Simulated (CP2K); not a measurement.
The system is Si2W.

```
W Si
1.0
     4.52671    0.00000    0.00000
     2.24503    3.93077    0.00000
    -3.38587   -1.96538    2.27250
W Si
1 2
Cartesian
  0.0000 0.0000 0.0000
  4.5052 2.6151 0.0000
  2.2665 1.3156 0.0000
```

Base run:

```yaml
Program: CP2K 2026.2
Functional: PBE
Potentials_or_basis: POTENTIAL_UZH W GTH-PBE-q14, Si GTH-PBE-q4; TZVP-MOLOPT-PBE-GTH basis
Density_cutoff: 9184 eV
k_mesh: 12 × 12 × 12
Occupations: fermi-dirac, width 0.05 eV
Spin: no spin polarisation
```

Its results: band gap on the k mesh none (metal or under the smearing width); pressure 2.5 GPa; largest force 0.065 eV/Å.

The run is repeated on the same cell with these changes: functional from PBE to OLYP. What comes out?

Band gap on the k mesh none (metal or under the smearing width); pressure -3.7 GPa; largest force 0.043 eV/Å.

Caveats: spin-orbit coupling is left out, which moves the levels of the heavy elements; the basis of atomic orbitals isn't converged, which shifts pressures, moduli and gaps; the potentials were made for another functional, which shifts forces and pressure (some runs).
